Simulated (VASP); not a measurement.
Here is a VASP 6.6.1 calculation.

POSCAR

```
Sb
1.0
    3.0833436100      0.0000000000      0.0000000000
    0.0000000000      3.0833436100      0.0000000000
    0.0000000000      0.0000000000      3.0833436100
Sb
1
Direct
    0.0000000000      0.0000000000      0.0000000000
```

The input INCAR.step1:

```
SYSTEM = Sb
PREC = Accurate ; ENCUT = 600
EDIFF = 1E-8 ; ISMEAR = 0
SIGMA = 0.1 ; LREAL = .False.
LASPH = .True. ; NELM = 100
ALGO = Normal ; ISIF = 3
LWAVE = .False. ; LCHARG = .False.
IBRION = 2 ; NSW = 40
EDIFFG = -0.002
```

The input INCAR.step2:

```
SYSTEM = Sb
PREC = Accurate ; ENCUT = 600
EDIFF = 1E-8 ; ISMEAR = 0
SIGMA = 0.1 ; LREAL = .False.
LASPH = .True. ; NELM = 100
ALGO = Normal ; ISIF = 3
LWAVE = .False. ; LCHARG = .False.
IBRION = 6 ; NFREE = 2
POTIM = 0.015 ; NSW = 1
```

KPOINTS

```
Automatic mesh
0
Gamma
  14 14 14
  0 0 0
```

Potentials or basis: VASP PAW LDA potentials, release 64 (Sb).

The run is started by

```bash
$ cat potpaw_LDA.64/Sb/POTCAR > POTCAR
$ cp INCAR.step1 INCAR
$ mpirun -np 1 vasp_std > vasp.out
$ cp CONTCAR POSCAR
$ cp INCAR.step2 INCAR
$ mpirun -np 1 vasp_std > vasp.out
```

**Question.** What does it give for the elastic constants C11, C12, C44?

**Answer.** 157, 18, 2 GPa.

**Question.** Estimate the Voigt bulk modulus.

**Answer.** 65 GPa.

**Question.** Estimate the space group after relaxing (to 0.05 Å).

**Answer.** Pm-3m (No. 221).

Final structure:
```xyz
1
Lattice="3.0448 0.0000 0.0000 0.0000 3.0448 0.0000 0.0000 0.0000 3.0448" Properties=species:S:1:pos:R:3 pbc="T T T"
Sb    0.0000    0.0000    0.0000
```

The run has no spin-orbit coupling, so splittings on Sb are missing.
